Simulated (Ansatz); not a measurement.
**Eu under changes of volume**

One of the cells (48.859 Å³/atom); the others are scaled copies at fixed shape and fractional positions:

```xyz
1
Lattice="-2.3030 2.3030 2.3030 2.3030 -2.3030 2.3030 2.3030 2.3030 -2.3030" Properties=species:S:1:pos:R:3 pbc="T T T"
Eu    0.0000    0.0000    0.0000
```

| Item | Value |
| --- | --- |
| Program | Ansatz 0.2.0 |
| Functional | LDA |
| Potentials or basis | Ansatz PAW |
| Cutoff | 420 eV (not typed: the program's choice for these potentials) |
| k mesh | 8 × 8 × 8 |
| Occupations | fermi-dirac, width 0.05 eV |
| Spin | collinear spin, ferromagnetic start |
| Starting moments | [7.0] μB |

| volume (Å³/atom) | energy over the lowest point (meV/atom) | pressure (GPa) | moment (μB per cell) |
| --- | --- | --- | --- |
| 45.927 | 0.00 | -3.3 | 7.25 |
| 46.904 | 20.87 | -3.4 | 7.26 |
| 47.882 | 42.33 | -3.5 | 7.27 |
| 48.859 | 64.27 | -3.6 | 7.29 |
| 49.836 | ? | ? | ? |
| 50.813 | 109.31 | -3.7 | 7.31 |
| 51.790 | 132.35 | -3.8 | 7.32 |

What does the run at 49.836 Å³/atom give?

Energy over the lowest point 86.63 meV/atom; pressure -3.7 GPa; moment 7.30 μB per cell.

Worked out: A Birch-Murnaghan fit of order 3 (a polynomial in V^(-2/3)) to the other rows has no minimum within the range. It gives 86.61 meV/atom at 49.836 Å³/atom, against the run's 86.63, and -dE/dV = -3.7 GPa, against -3.7. A straight line through the other rows of the moment, of slope 0.0123 μB per Å³/atom, gives 7.30 μB, against the run's 7.30.

Energies are extrapolated to zero smearing.

Caveats: the PAW data sets come from PBE, with cores solved anew for the run's functional, which leaves a small shift of forces and pressure.
